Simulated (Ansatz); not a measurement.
Computed with Ansatz, DFT PBE, scalar-relativistic, plane waves, PAW. Settings: cutoff 420 eV, Γ-centred meshes spaced at most about 0.3 Å⁻¹, and about 0.25 Å⁻¹ or finer for metals (2π included), Gaussian smearing. No spin polarisation.

Temperature and zero-point effects are left out.

Question: Which of these relaxed structures of CaB2 is the lowest in energy?
1.

```xyz
3
Lattice="3.2198 0.0000 0.0000 -1.6099 2.7885 0.0000 0.0000 0.0000 4.0702" Properties=species:S:1:pos:R:3 pbc="T T T"
Ca    0.0000    0.0000    0.0000
B     0.0000    1.8590    2.0351
B     1.6099    0.9295    2.0351
```

2.

```xyz
3
Lattice="1.6129 0.9312 4.3604 -1.6129 0.9312 4.3604 0.0000 -1.8624 4.3604" Properties=species:S:1:pos:R:3 pbc="T T T"
Ca    0.0000    0.0000    0.1961
B     0.0000    0.0000   10.7575
B     0.0000    0.0000    6.4878
```

Answer: 1. The other, cell 2, lies 291 meV/atom higher. Forms: cell 1 AlB2 type, P6/mmm; cell 2 R3m. Counting B atoms around Ca (those within 1.25 times the shortest such distance or 1.15 times the sum of covalent radii; a plus sign parts nearer from farther groups): cell 1 has Ca 12; cell 2 has Ca 7+3. Cell 1 and cell 2 both hold B–B nets. Origin: cell 1, reached from a Materials Project cell; cell 2, invented.

Cells relaxed within their symmetry can be saddle points. Some candidate types were left out of the draw beforehand, so a known form may be missing.
